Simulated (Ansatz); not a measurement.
## Two Ansatz runs on Ta

The cell is COD entry 1541266, as deposited and not checked against the literature; nothing was relaxed. The listed cell was then made from it by scaling, straining or moving an atom.

First run: DFT, PBE, all-electron LAPW, scalar-relativistic (Ansatz 0.2.0).

Command: `ansatz run input.yaml --threads 1 --pin off --max-ram 2048MiB --backend cpu --events-out ev --progress --plain --runs-dir out` The run took 48 s on 1 thread of AMD EPYC 7R43 64-Core Processor (Zen 3), with other jobs on the host, peak memory 0.73 GiB.

```yaml
crystal:
  lattice:
    - [-1.6270545305, 1.6270545305, 1.7008184]
    - [1.6270545305, -1.6270545305, 1.7008184]
    - [1.6270545305, 1.6270545305, -1.7008184]
  atoms:
    - { symbol: Ta, position: [0.0, 0.0, 0.0] }
kpoints:
  mp_grid: { grid: [17, 17, 17] }
scf:
  occupations: { method: fermi_dirac, width: 0.08 }
hamiltonian:
  xc: pbe
  pseudopotentials: { kind: all_electron, lapw: { basis_error: 0.0005 } }
output:
  forces: true
  stress: true
  eigenvalues: true
```

Result: converged; pressure 3.27 GPa; 8 SCF iterations.

No spin–orbit coupling, which matters for the heavy atoms here.

The input is then changed:

```diff
@@ -13,4 +13,6 @@
   xc: pbe
   pseudopotentials: { kind: all_electron, lapw: { basis_error: 0.0005 } }
+  hubbard: { sites: [{ species: Ta, l: d, u_eff: 8.0 }], double_counting: fll }
+  dispersion: d3bjatm
 output:
   forces: true
```

(1) Predict the outcome of the changed run.

## Answers

(1) It converged; pressure 12.28 GPa; 17 SCF iterations.
